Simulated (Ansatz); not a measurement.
# Si (P6/mmm) in Ansatz: further runs

One crystal, Si, is run at these levels: PBE; tasks: single point.

Program: Ansatz 0.2.0. These are calculated values, not measurements. Logs are shortened: lines on timing, memory, paths and dates and some standing lists are left out, and cuts for length are marked.

## Step 1: Starting point

The structure is hexagonal, space group P6/mmm (No. 191). Conventional cell: a = 2.621 Å, b = 2.621 Å, c = 2.466 Å, α = 90.00°, β = 90.00°, γ = 120.00°. Si (site symmetry 6/mmm) is surrounded by 8 Si at 2.47 to 2.62 Å.

This isn't the form of Si at room conditions, which is diamond.

## Step 2: Single point, PBE

Contents of input.yaml:

```yaml
crystal:
  lattice:
    - [2.6205428149, 0.0, 0.0]
    - [-1.3102714075, 2.2694566494, 0.0]
    - [0.0, 0.0, 2.46635439]
  atoms:
    - { symbol: Si, position: [0.0, 0.0, 0.0] }
hamiltonian:
  xc: pbe
  pseudopotentials: { kind: paw }
kpoints:
  mp_grid: { grid: [12, 12, 11] }
scf:
  occupations: { method: gaussian, width: 0.024 }
output:
  forces: true
  stress: true
  eigenvalues: true
```

Potentials or basis: Ansatz PAW.

On the command line:

```console
> ansatz run input.yaml --threads 2 --pin off --max-ram 5632MiB --backend cpu --events-out ev --progress --plain --runs-dir out
```

Output:

```text
Warning: RAYON_NUM_THREADS=2 ignored (pool sized by the plan → 2); use --threads N
Engine: ansatz 0.2.0, aarch64-unknown-linux-gnu
Pseudopotentials: kind: paw
Pseudopotential: Si, paw, valence charge 4, recommended cutoff 420 eV (normal), Si.paw.azcp
Functional definition: PBE
  parameter kappa = 0.804
  parameter beta = 0.06672455060314922
  exchange = pbe_x(kappa = kappa, mu = beta*pi^2/3)
  correlation = pbe_c(beta = beta)
Crystal: 1 atoms, lattice volume = 14.668 Å³
Basis set: ecut = 420 eV, 279 PW (Γ), exchange–correlation on 36×36×36 points (8 copies of the dense FFT grid, shifted against one another)
Bands: 6, of which v1, the nominal top of the filled ones, is band 2 counted from 1 (1 counted from 0)
Symmetry: 24 space group operations
Space group: P6/mmm (ITA 191), of the structure as read, at distance tolerance 2.4e-5 Å
k-points: 114 of 1584
Non-local potential: Si, projectors of the file, l = 0: 2, l = 1: 2, l = 2: 2
PAW form: soft (Blöchl's): semilocal exchange-correlation on the pseudo side does not see the compensation charge
PAW one-centre angular grid: Si, 110 points (default); XC on 64 Gauss nodes
Initial density: superposition of atomic densities (neutral atoms: chi_scale 0, normalization atom), corrected by the library's trained network
Initial wavefunctions: pseudopotential atomic-orbital guess
Functional: x = pbe(κ = 0.804, μ = 0.2195149727645171), c = pbe(β = 0.06672455060314922)
SCF iter   1: F=—  HF=-635.506012 eV  |F-HF|=—  |Δ(HF+E_count)|=         —  Δρ=1.86e-3  dr2=4.26e-4  ethr=1.77e-3  ⟨swp⟩=5.8  Hψ=6564  notcnv=0
preconditioner: auto → none  [insulator: Δε(μ)=0.056 eV  Ē_g=13.905 eV  σ=0.024 eV  W_gap=0.54  n_scr=0 (ndim 8)  ℏωp=19.4 eV  f_vac=0.000  D(μ)=0.71/eV (n_scr^D=8)  ε∞_Penn≈2.9]
SCF iter   2: F=—  HF=-635.505961 eV  |F-HF|=—  |Δ(HF+E_count)|=   5.09e-5  Δρ=6.89e-4  dr2=4.51e-5  ethr=1.07e-5  ⟨swp⟩=1.7  Hψ=1702  notcnv=0
SCF iter   3: F=—  HF=-635.505951 eV  |F-HF|=—  |Δ(HF+E_count)|=   9.69e-6  Δρ=1.26e-4  dr2=1.14e-6  ethr=1.13e-6  ⟨swp⟩=1.5  Hψ=771  notcnv=0
iter 4 did not close the SCF: its close was put off for the readings that it lacked (scf_convergence_deferred on its scf_iter line)
SCF iter   4: F=-635.505952 eV  HF=-635.505952 eV  |F-HF|=1.33e-8  |Δ(HF+E_count)|=   8.07e-7  Δρ=1.37e-5  dr2=2.82e-8  ethr=2.85e-8  ⟨swp⟩=1.9  Hψ=876  notcnv=0
iter 5 did not close the SCF: its close was put off for the readings that it lacked (scf_convergence_deferred on its scf_iter line)
SCF iter   5: F=-635.505952 eV  HF=-635.505952 eV  |F-HF|=1.29e-9  |Δ(HF+E_count)|=   9.80e-9  Δρ=4.37e-6  dr2=2.82e-9  ethr=7.06e-10  ⟨swp⟩=1.1  Hψ=681  notcnv=0
SCF iter   6: F=-635.505952 eV  HF=-635.505952 eV  |F-HF|=2.84e-12  |Δ(HF+E_count)|=   1.09e-9  Δρ=2.14e-7  dr2=6.59e-12  ethr=7.04e-11  ⟨swp⟩=1.9  Hψ=2132  notcnv=0
SCF 1 converged in 6 iterations: F = -635.505952 eV  dr2 = 6.59e-12
SCF converged after 6 iterations
Free energy (F): -635.505952 eV
Harris-Foulkes:  -635.505952 eV  (|F-HF|=2.84e-12)
Internal energy: -635.505748 eV  (E = F + TS)
E sigma→0 (E₀):  -635.505850 eV
Entropy (-TS):   -0.000204 eV (-0.204 meV/atom)
Fermi energy:    10.203846 eV
--- Per-component energies (eV) ---
  E_band       = 18.553382
  E_kinetic    = 41.596779
  E_local      = -0.504141  (includes V_loc(G=0)·N_el)
  E_nonlocal   = 25.494899
  E_hartree    = 1.039719
  E_xc         = -56.059418
  E_vxc        = -47.930064  (∫ρ·V_xc dr)
  E_paw        = -512.456825  (= ΣΔE_a)
  E_vpaw       = -2.183541  (= ΣTr[D̂ρ^β])
  E_aug_tail   = 0.000006  (compensation charges beyond the density's cutoff)
  E_ewald      = -134.616768
  E_smearing   = -0.000204  (= −TS)
  E_closure    = -0.000000  (closes the sum)
  Σ components = -635.505952   (vs F -635.505952, Δ=0.00e0)
--- Forces (eV/Å), atoms counted from 1 ---
  atom   1  Si     0.00000000     0.00000000     0.00000000
  max |Σ_I F_I| component: 1.54e-33 eV/Å
--- Stress (GPa, compression-positive) ---
        1.317760       0.000000       0.000000
       -0.000000       1.317760       0.000000
        0.000000       0.000000       6.581455
  P = ⅓ Tr σ = 3.0723 GPa (30.723 kbar)
--- Band table (eV; the first three rows and the last of 114) ---
  k-point 0: bands = ["-3.8950", "17.7452", "18.2503", "20.6220", "20.6220", "22.5048"]
  k-point 1: bands = ["-3.7014", "14.6227", "20.7731", "20.7731", "21.2852", "22.6592"]
  k-point 2: bands = ["-3.1236", "11.3844", "21.2249", "21.2249", "23.1073", "23.1073"]
  k-point 113: bands = ["8.8569", "9.2736", "9.2736", "11.7310", "14.3245", "14.3245"]
```

It took 0.52 s on 2 threads of Arm Neoverse V1, shared host; peak memory 0.25 GiB.

Results:

* Free energy: -635.5060 eV
* Pressure: 3.1 GPa
* Band gap on the k mesh: none (metal or under the smearing width)

Stress tensor (GPa, compression positive):
```
1.32 0.00 0.00
0.00 1.32 0.00
0.00 0.00 6.58
```

Levels at points of the mesh, in eV from the Fermi level:
```
            k point  band 1  band 2  band 3  band 4  band 5
 (0.00, 0.00, 0.00)  -14.10    7.54    8.05   10.42   10.42
(0.00, -0.50, 0.00)   -7.59   -6.78    5.20    6.55   12.94
```

## Step 3: Single point, PBE

Changes to input.yaml since step 2:

```diff
@@ -13,3 +13,3 @@
 scf:
-  occupations: { method: gaussian, width: 0.024 }
+  occupations: { method: gaussian, width: 0.025 }
 output:
```

Potentials or basis: Ansatz PAW.

On the command line:

```console
> ansatz run input.yaml --threads 2 --pin off --max-ram 5632MiB --backend cpu --events-out ev --progress --plain --runs-dir out
```

Output:

```text
Warning: RAYON_NUM_THREADS=2 ignored (pool sized by the plan → 2); use --threads N
Engine: ansatz 0.2.0, aarch64-unknown-linux-gnu
Pseudopotentials: kind: paw
Pseudopotential: Si, paw, valence charge 4, recommended cutoff 420 eV (normal), Si.paw.azcp
Functional definition: PBE
  parameter kappa = 0.804
  parameter beta = 0.06672455060314922
  exchange = pbe_x(kappa = kappa, mu = beta*pi^2/3)
  correlation = pbe_c(beta = beta)
Crystal: 1 atoms, lattice volume = 14.668 Å³
Basis set: ecut = 420 eV, 279 PW (Γ), exchange–correlation on 36×36×36 points (8 copies of the dense FFT grid, shifted against one another)
Bands: 6, of which v1, the nominal top of the filled ones, is band 2 counted from 1 (1 counted from 0)
Symmetry: 24 space group operations
Space group: P6/mmm (ITA 191), of the structure as read, at distance tolerance 2.4e-5 Å
k-points: 114 of 1584
Non-local potential: Si, projectors of the file, l = 0: 2, l = 1: 2, l = 2: 2
PAW form: soft (Blöchl's): semilocal exchange-correlation on the pseudo side does not see the compensation charge
PAW one-centre angular grid: Si, 110 points (default); XC on 64 Gauss nodes
Initial density: superposition of atomic densities (neutral atoms: chi_scale 0, normalization atom), corrected by the library's trained network
Initial wavefunctions: pseudopotential atomic-orbital guess
Functional: x = pbe(κ = 0.804, μ = 0.2195149727645171), c = pbe(β = 0.06672455060314922)
SCF iter   1: F=—  HF=-635.506020 eV  |F-HF|=—  |Δ(HF+E_count)|=         —  Δρ=1.86e-3  dr2=4.26e-4  ethr=1.77e-3  ⟨swp⟩=5.8  Hψ=6556  notcnv=0
preconditioner: auto → none  [insulator: Δε(μ)=0.056 eV  Ē_g=13.905 eV  σ=0.025 eV  W_gap=0.54  n_scr=0 (ndim 8)  ℏωp=19.4 eV  f_vac=0.000  D(μ)=0.68/eV (n_scr^D=8)  ε∞_Penn≈2.9]
SCF iter   2: F=—  HF=-635.505970 eV  |F-HF|=—  |Δ(HF+E_count)|=   5.09e-5  Δρ=6.89e-4  dr2=4.51e-5  ethr=1.07e-5  ⟨swp⟩=1.6  Hψ=1688  notcnv=0
SCF iter   3: F=—  HF=-635.505960 eV  |F-HF|=—  |Δ(HF+E_count)|=   9.69e-6  Δρ=1.26e-4  dr2=1.14e-6  ethr=1.13e-6  ⟨swp⟩=1.5  Hψ=771  notcnv=0
iter 4 did not close the SCF: its close was put off for the readings that it lacked (scf_convergence_deferred on its scf_iter line)
SCF iter   4: F=-635.505961 eV  HF=-635.505961 eV  |F-HF|=1.33e-8  |Δ(HF+E_count)|=   8.07e-7  Δρ=1.37e-5  dr2=2.82e-8  ethr=2.85e-8  ⟨swp⟩=1.9  Hψ=876  notcnv=0
iter 5 did not close the SCF: its close was put off for the readings that it lacked (scf_convergence_deferred on its scf_iter line)
SCF iter   5: F=-635.505961 eV  HF=-635.505961 eV  |F-HF|=1.29e-9  |Δ(HF+E_count)|=   9.72e-9  Δρ=4.38e-6  dr2=2.82e-9  ethr=7.06e-10  ⟨swp⟩=1.1  Hψ=680  notcnv=0
SCF iter   6: F=-635.505961 eV  HF=-635.505961 eV  |F-HF|=1.71e-12  |Δ(HF+E_count)|=   1.06e-9  Δρ=2.13e-7  dr2=6.57e-12  ethr=7.05e-11  ⟨swp⟩=1.9  Hψ=2132  notcnv=0
SCF 1 converged in 6 iterations: F = -635.505961 eV  dr2 = 6.57e-12
SCF converged after 6 iterations
Free energy (F): -635.505961 eV
Harris-Foulkes:  -635.505961 eV  (|F-HF|=1.71e-12)
Internal energy: -635.505748 eV  (E = F + TS)
E sigma→0 (E₀):  -635.505854 eV
Entropy (-TS):   -0.000213 eV (-0.213 meV/atom)
Fermi energy:    10.203916 eV
--- Per-component energies (eV) ---
  E_band       = 18.553381
  E_kinetic    = 41.596778
  E_local      = -0.504138  (includes V_loc(G=0)·N_el)
  E_nonlocal   = 25.494897
  E_hartree    = 1.039718
  E_xc         = -56.059417
  E_vxc        = -47.930063  (∫ρ·V_xc dr)
  E_paw        = -512.456825  (= ΣΔE_a)
  E_vpaw       = -2.183541  (= ΣTr[D̂ρ^β])
  E_aug_tail   = 0.000006  (compensation charges beyond the density's cutoff)
  E_ewald      = -134.616768
  E_smearing   = -0.000213  (= −TS)
  E_closure    = -0.000000  (closes the sum)
  Σ components = -635.505961   (vs F -635.505961, Δ=0.00e0)
--- Forces (eV/Å), atoms counted from 1 ---
  atom   1  Si     0.00000000    -0.00000000     0.00000000
  max |Σ_I F_I| component: 1.03e-33 eV/Å
--- Stress (GPa, compression-positive) ---
        1.317884       0.000000       0.000000
       -0.000000       1.317884       0.000000
        0.000000       0.000000       6.581128
  P = ⅓ Tr σ = 3.0723 GPa (30.723 kbar)
--- Band table (eV; the first three rows and the last of 114) ---
  k-point 0: bands = ["-3.8950", "17.7452", "18.2503", "20.6220", "20.6220", "22.5048"]
  k-point 1: bands = ["-3.7014", "14.6227", "20.7731", "20.7731", "21.2852", "22.6592"]
  k-point 2: bands = ["-3.1236", "11.3844", "21.2249", "21.2249", "23.1073", "23.1073"]
  k-point 113: bands = ["8.8569", "9.2736", "9.2736", "11.7310", "14.3245", "14.3245"]
```

Wall time 0.53 s (2 threads of Arm Neoverse V1, shared host); peak memory 0.25 GiB.

What came out:

| Item | Value |
| --- | --- |
| Free energy | -635.5060 eV |
| Pressure | 3.1 GPa |
| Band gap on the k mesh | none (metal or under the smearing width) |

Stress tensor (GPa, compression positive):
```
1.32 0.00 0.00
0.00 1.32 0.00
0.00 0.00 6.58
```

## Step 4: Single point, PBE

Changes to input.yaml since step 3:

```diff
@@ -13,3 +13,3 @@
 scf:
-  occupations: { method: gaussian, width: 0.025 }
+  occupations: { method: gaussian, width: 0.026 }
 output:
```

On the command line:

```console
> ansatz run input.yaml --threads 2 --pin off --max-ram 5632MiB --backend cpu --events-out ev --progress --plain --runs-dir out
```

Run time: 0.53 s. Hardware: 2 threads of Arm Neoverse V1, shared host; peak memory 0.25 GiB.

It converged, with:

```yaml
Free_energy: -635.5060 eV
Pressure: 3.1 GPa
Band_gap_on_the_k_mesh: none (metal or under the smearing width)
```

Stress tensor (GPa, compression positive):
```
1.32 0.00 0.00
0.00 1.32 0.00
0.00 0.00 6.58
```

Levels at points of the mesh, in eV from the Fermi level:
| k point | band 1 | band 2 | band 3 | band 4 | band 5 | band 6 |
| --- | --- | --- | --- | --- | --- | --- |
| (0.00, 0.00, 0.00) | -14.10 | 7.54 | 8.05 | 10.42 | 10.42 | 12.30 |
| (0.00, -0.50, 0.00) | -7.59 | -6.78 | 5.20 | 6.55 | 12.94 | 15.17 |

## Step 5: Single point, PBE

Changes to input.yaml since step 4:

```diff
@@ -13,3 +13,3 @@
 scf:
-  occupations: { method: gaussian, width: 0.026 }
+  occupations: { method: gaussian, width: 0.027 }
 output:
```

On the command line:

```console
> ansatz run input.yaml --threads 2 --pin off --max-ram 5632MiB --backend cpu --events-out ev --progress --plain --runs-dir out
```

Run time: 0.53 s. Hardware: 2 threads of Arm Neoverse V1, shared host; peak memory 0.25 GiB.

The run converged. Its results:

```yaml
Free_energy: -635.5060 eV
Pressure: 3.1 GPa
Band_gap_on_the_k_mesh: none (metal or under the smearing width)
```

Stress tensor (GPa, compression positive):
```
1.32 0.00 0.00
0.00 1.32 0.00
0.00 0.00 6.58
```

Levels at points of the mesh, in eV from the Fermi level:
```
            k point  band 1  band 2  band 3  band 4  band 5  band 6
 (0.00, 0.00, 0.00)  -14.10    7.54    8.05   10.42   10.42   12.30
(0.00, -0.50, 0.00)   -7.59   -6.78    5.20    6.55   12.94   15.17
```

## Step 6: Overview

```tsv
smearing	gap on the mesh (eV)	pressure (GPa)
gaussian 0.024 eV	none	3.1
gaussian 0.025 eV	none	3.1
gaussian 0.026 eV	none	3.1
gaussian 0.027 eV	none	3.1
```

Alike in all rows: task single point; level PBE; potentials or basis Ansatz PAW; no spin polarisation; cell as given; k mesh 12 × 12 × 11; cutoff (eV) 420.

Every run on the cell as given and a fine mesh finds a metal.

Absolute energies hang on the potentials; compare differences alone.
